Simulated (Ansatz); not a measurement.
ZnSe (Stilleite):

```
Se Zn
1.0
     0.00000    2.83380    2.83380
     2.83380    0.00000    2.83380
     2.83380    2.83380    0.00000
Se Zn
1 1
Direct
  0.75000 0.75000 0.75000
  0.00000 0.00000 0.00000
```

Program: Ansatz 0.2.0. Alike in all runs: potentials or basis Ansatz PAW; cell as given; cutoff (eV) 420; smearing fermi-dirac 0.05 eV. Hardware: 2 threads of Intel(R) Xeon(R) Processor @ 2.50GHz (Skylake/Cascade Lake), on a shared host.

Problem. Order these runs on this cell by their wall time, lowest first.
A. task band structure; level RPBE; spin off; k mesh 8 × 8 × 8; points for each segment of the path 14; mesh quality not flagged
B. task single point; level PBE0; spin SOC, no magnetisation; k mesh 4 × 4 × 4; mesh quality coarse
C. task single point; level PBE; spin off; k mesh 11 × 11 × 11; mesh quality not flagged

Solution. C (6.6 s), A (14 s), B (240 s).

Caveats: some runs use coarse meshes.
